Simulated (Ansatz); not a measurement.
# CdF2: Born charges and dielectric tensor with LDA

CdF2:

```xyz
3
Lattice="0.0000 2.6940 2.6940 2.6940 0.0000 2.6940 2.6940 2.6940 0.0000" Properties=species:S:1:pos:R:3 pbc="T T T"
Cd    0.0000    0.0000    0.0000
F     4.0410    4.0410    4.0410
F     1.3470    1.3470    1.3470
```

| Item | Value |
| --- | --- |
| Program | Ansatz 0.2.0 |
| Task | Born charges and dielectric tensor |
| Functional | LDA |
| Potentials or basis | Ansatz PAW |
| Cutoff | 420 eV (not typed: the program's choice for these potentials) |
| k mesh | 9 × 9 × 9 |
| Occupations | fixed |
| Spin | no spin polarisation |

| Item | Value |
| --- | --- |
| Band gap on the k mesh | 2.84 eV, indirect (least direct gap 3.29 eV) |
| Electronic dielectric tensor (diagonal) | 2.95 |
| Born charges (mean of the diagonal) | Cd +2.47; F -1.24 e |

Levels at points of the mesh, in eV from the valence-band top:
```csv
k point,band 15,band 16,band 17,band 18,band 19,band 20
"(0.00, 0.00, 0.00)",-0.45,-0.45,-0.45,2.84,12.34,12.34
```

Electronic dielectric tensor:
```
2.95 0.00 0.00
0.00 2.95 0.00
0.00 0.00 2.95
```

Born effective charge tensors (e):
atom 1, Cd
```
2.47 0.00 0.00
0.00 2.47 0.00
0.00 0.00 2.47
```
atom 2, F
```
-1.24  0.00  0.00
 0.00 -1.24  0.00
 0.00  0.00 -1.24
```
atom 3, F
```
-1.24  0.00  0.00
 0.00 -1.24  0.00
 0.00  0.00 -1.24
```

Run time: 5.8 s on 2 threads of Intel(R) Xeon(R) Platinum 8488C (Sapphire Rapids), on a shared host, peak memory 0.48 GiB.

Caveat: odd divisions of the mesh miss points on the zone boundary, where band edges often lie, so the gap on the mesh can be too wide. A k mesh can miss the band edges.
